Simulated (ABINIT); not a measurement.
The system is BAs.

```xyz
2
Lattice="0.0000 2.3885 2.3885 2.3885 0.0000 2.3885 2.3885 2.3885 0.0000" Properties=species:S:1:pos:R:3 pbc="T T T"
As    3.5827    3.5827    3.5827
B     0.0000    0.0000    0.0000
```

Base run:

| Item | Value |
| --- | --- |
| Program | ABINIT 10.8.3 (patched build) |
| Functional | PBEsol |
| Potentials or basis | PseudoDojo NC SR PBEsol v0.4.1 standard |
| Cutoff | 1034 eV |
| k mesh | 8 × 8 × 8 |
| Occupations | fermi-dirac, width 0.05 eV |
| Spin | no spin polarisation |

Its results: band gap on the k mesh 1.11 eV, indirect (least direct gap 3.25 eV); pressure -2.1 GPa.

Task: The run is repeated on the same cell with these changes: functional from PBEsol to r2SCAN; potentials or basis from PseudoDojo NC SR PBEsol v0.4.1 standard to JTH PAW PBE v2.0; cutoff from 1034 eV to 490 eV. What comes out?

Result: Band gap on the k mesh 1.37 eV, indirect (least direct gap 3.43 eV); pressure 0.7 GPa.

Caveats: the PAW data sets were made with another functional, which shifts forces and pressure a little (some runs).

A k mesh can miss the band edges.
